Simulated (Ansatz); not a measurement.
**MnS (Cmc2_1): equation of state**

How stiff is MnS (Cmc2_1)? Energies and pressures are computed at volumes on both sides of the relaxed cell and fitted.

The COD entry's cell or inner coordinates are ideal or old and differ from later refinements, so a difference from it is no clean test against experiment.

Program: Ansatz 0.2.0. Level of theory: DFT PBE, scalar-relativistic, plane waves, PAW. These are calculated values, not measurements.

## Step 1: Starting point

The structure is orthorhombic, space group Cmc2_1 (No. 36). Conventional cell: a = 3.901 Å, b = 6.639 Å, c = 6.391 Å, α = 90.00°, β = 90.00°, γ = 90.00°. Mn (site symmetry m) has 4 S at 2.37 to 2.38 Å as nearest neighbours. S (site symmetry m) has 4 Mn at 2.37 to 2.38 Å as nearest neighbours.

Structure file:

```
Mn S
1.0
    -3.90109    0.00000    0.00000
     0.00000    0.00000   -6.39068
     0.00000   -6.63863    0.00000
Mn S
4 4
Direct
  0.00000 0.99370 0.67005
  0.50000 0.49370 0.82995
  0.50000 0.99370 0.17005
  0.00000 0.49370 0.32995
  0.00000 0.62130 0.66485
  0.50000 0.12130 0.83515
  0.50000 0.62130 0.16485
  0.00000 0.12130 0.33515
```

This cell comes from an earlier session at PBE: 20.688 Å³/atom at 0.02 GPa, on a 6×4×4 mesh. The large moments point both ways and cancel.

Volume factors to run: 0.980, 1.020, 0.960, 1.040.

## Step 2: Volume × 0.980

input.yaml reads:

```yaml
crystal:
  lattice:
    - [-3.8749052048, 0.0, 0.0]
    - [0.0, 0.0, -6.3477842924]
    - [0.0, -6.5940694515, 0.0]
  atoms:
    - { symbol: Mn, position: [0.0, -0.0063007071, -0.3299527094], spin: 4.24 }
    - { symbol: Mn, position: [-0.5, -0.5063026039, -0.1700467797], spin: -4.24 }
    - { symbol: S, position: [0.0, -0.3786979565, -0.3351529117] }
    - { symbol: S, position: [-0.5, -0.8786987325, -0.1648470593] }
    - { symbol: Mn, position: [0.5, -0.0063026039, 0.1700467797], spin: -4.24 }
    - { symbol: Mn, position: [0.0, -0.5063007071, 0.3299527094], spin: 4.24 }
    - { symbol: S, position: [0.5, -0.3786987325, 0.1648470593] }
    - { symbol: S, position: [0.0, -0.8786979565, 0.3351529117] }
basis:
  ecutwfc: 420
  ecutrho_ratio: 4
kpoints:
  mp_grid: { grid: [6, 4, 4] }
hamiltonian:
  xc: pbe
scf:
  occupations: { method: gaussian, width: 0.05 }
output:
  forces: true
  stress: true
  eigenvalues: true
  populations: true
magnetization:
  spin_polarized: true
relax:
  f_tol: 0.01
  max_steps: 40
  cell: { stress_tol: 0.1, fix: [volume] }
```

Started as:

```sh
> ansatz run input.yaml --threads 2 --pin off --max-ram 5120MiB --backend cpu --events-out ev --progress --plain --runs-dir out
```

Further steps of the session: Scaling the volume by 1.020; At 0.960 of the relaxed volume; At 1.040 of the relaxed volume.

Q: Predict the outcome of this session. Wanted: V0; B0; B0′; scatter of the fit.

**Answer**, as computed:

```
          quantity           value
                V0  20.689 Å³/atom
                B0          53 GPa
               B0′             2.8
scatter of the fit  0.006 meV/atom
```

A third-order Birch–Murnaghan fit puts the minimum at 20.69 Å³/atom with a bulk modulus of 53 GPa. One per cent of compression takes about 0.53 GPa. The gap on the mesh opens from 1.35 to 1.57 eV as the cell expands over this range. The moment on atom 1 grows from 3.76 to 3.94 μB on expansion. These are values at 0 K without zero-point motion.
